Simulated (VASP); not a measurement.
# CaO in VASP: one cell, several levels of theory

What does VASP give for CaO (rocksalt), under -1.0 % equal strain in all directions, the cell held fixed? Runs: PBE, r2SCAN.

The runs shown are made with VASP 6.6.1. PAW datasets, plane waves. Computed at 0 K without zero-point motion; spin polarisation is off.

## 1. The structure to begin with

The cell comes from an earlier relaxation with r2SCAN in another program.

The symmetry is Fm-3m (No. 225, cubic); a = 4.747 Å in the conventional setting, 13.37 Å³ an atom. Ca has 6 O at 2.37 Å; O has 6 Ca at 2.37 Å.

As a file:

Space group Fm-3m (No. 225). a = 4.747 Å, b = 4.747 Å, c = 4.747 Å, α = 90.00°, β = 90.00°, γ = 90.00°
| atom | site | symmetry | x | y | z |
| --- | --- | --- | --- | --- | --- |
| Ca | 4a | m-3m | 0.0000 | 0.0000 | 0.0000 |
| O | 4b | m-3m | 0.5000 | 0.0000 | 0.0000 |

## 2. PBE

File INCAR:

```
ENCUT = 520.000000
SIGMA = 0.020000
EDIFF = 1.00e-07
GGA = PE
PREC = Accurate
IBRION = -1
ISIF = 2
ISMEAR = -1
NBANDS = 15
NELM = 120
NSW = 0
LASPH = .TRUE.
LCHARG = .TRUE.
LELF = .TRUE.
LWAVE = .FALSE.
LREAL = .FALSE.
```

File KPOINTS:

```
KPOINTS created by Atomic Simulation Environment
0
Gamma
10 10 10
0 0 0
```

File KPOINTS_OPT:

```
special points
7
Reciprocal
0.0000000000 0.0000000000 0.0000000000 1
0.5000000000 0.0000000000 0.5000000000 1
0.6250000000 0.2500000000 0.6250000000 1
0.3750000000 0.3750000000 0.7500000000 1
0.5000000000 0.5000000000 0.5000000000 1
0.5000000000 0.2500000000 0.7500000000 1
0.0000000000 0.5000000000 0.5000000000 1
```

File POSCAR:

```
Ca O
 1.0000000000000000
     0.0000000000000000    2.3735746124000001    2.3735746124000001
     2.3735746124000001    0.0000000000000000    2.3735746124000001
     2.3735746124000001    2.3735746124000001    0.0000000000000000
 Ca  O
   1   1
Cartesian
  0.0000000000000000  0.0000000000000000  0.0000000000000000
  2.3735746124000001  2.3735746124000001  2.3735746124000001
```

The run uses the recommended PBE PAW datasets (16 valence electrons a neutral cell).

Started as:

```sh
mpirun -np 1 vasp_std
```

## 3. r2SCAN at this geometry

File INCAR:

```
ENCUT = 520.000000
SIGMA = 0.010000
EDIFF = 1.00e-07
ALGO = Normal
METAGGA = R2SCAN
PREC = Accurate
IBRION = -1
ISIF = 2
ISMEAR = 0
NBANDS = 15
NELM = 120
NSW = 0
LASPH = .TRUE.
LCHARG = .TRUE.
LELF = .TRUE.
LWAVE = .FALSE.
LREAL = .FALSE.
```

KPOINTS is that of step 2.

KPOINTS_OPT is that of step 2.

POSCAR is that of step 2.

Before running it: what results should come out? Wanted: for each run, gap; pressure.

As calculated:

| level | gap (eV) | pressure (GPa) |
| --- | --- | --- |
| PBE | 3.62 | 6.90 |
| r2SCAN | 4.17 | 4.92 |

What this shows: The gap spans 3.62 eV (PBE) to 4.17 eV (r2SCAN). At this one volume the pressure spans 4.9 GPa (r2SCAN) to 6.9 GPa (PBE): PBE wants the largest cell and r2SCAN the smallest.
